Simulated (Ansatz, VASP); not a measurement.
# Two plane-wave programs on Si

File INCAR:

```
SYSTEM = Si
  ALGO = Normal
  EDIFF = 1E-6
  ENCUT = 520
  GGA = PE
  ISIF = 2
  ISMEAR = 0
  LASPH = .True.
  LCHARG = .False.
  LREAL = .False.
  LWAVE = .False.
  NBANDS = 18
  NELM = 80
  PREC = Accurate
  SIGMA = 0.1
```

File KPOINTS:

```
k-points
0
Gamma
  6 6 6
  0 0 0
```

POSCAR

```
Si
1.0
    2.4706122450     -3.7579241904      0.0000000000
    2.4706122450      3.7579241904      0.0000000000
    0.0000000000      0.0000000000      4.9430119293
Si
5
Direct
    0.5000000000      0.0000000000      0.2530380263
    0.0000000000      0.5000000000      0.7469619737
    0.0000000000      0.5000000000      0.2530380263
    0.5000000000      0.0000000000      0.7469619737
    1.0000000000      0.0000000000      0.0000000000
```

Input for Ansatz:

```yaml
crystal:
  lattice:
    - [2.470612245, -3.7579241904, 0.0]
    - [2.470612245, 3.7579241904, 0.0]
    - [0.0, 0.0, 4.9430119293]
  atoms:
    - { symbol: Si, position: [0.5, 0.0, 0.2530380263] }
    - { symbol: Si, position: [0.0, 0.5, 0.7469619737] }
    - { symbol: Si, position: [0.0, 0.5, 0.2530380263] }
    - { symbol: Si, position: [0.5, 0.0, 0.7469619737] }
    - { symbol: Si, position: [1.0, 0.0, 0.0] }
basis:
  ecutwfc: 420
kpoints:
  mp_grid: { grid: [6, 6, 6] }
hamiltonian:
  xc: pbe
scf:
  occupations: { method: gaussian, width: 0.1 }
output:
  forces: true
  stress: true
  eigenvalues: true
```

Alike in both runs: task single point; functional PBE; k mesh 6 × 6 × 6; occupations gaussian, width 0.1 eV; no spin polarisation.

|  | VASP | Ansatz |
| --- | --- | --- |
| version | VASP 6.6.1 | Ansatz 0.2.0 |
| potentials or method | VASP PAW PBE potentials, release 64 (Si) | scalar-relativistic, plane waves, PAW |
| plane-wave cutoff (eV) | 520 | 420 |
| valence electrons in the cell | 20 | 20 |

```csv
,VASP,Ansatz,Ansatz less VASP
gap on the k mesh at the Fermi level (eV),none,none,-
pressure (GPa),-0.1,-0.1,+0.06
largest component of the traceless stress (GPa),0.41,0.40,-0.009
rms of the force components (eV/Å),0.099,0.099,+0.0005
```

Atom by atom the forces differ by 0.001 eV/Å (rms over components). A gap of «none» marks a metal or a gap that the smearing closes. The functional is the same, so the differences come from potentials, cutoffs and numerics.
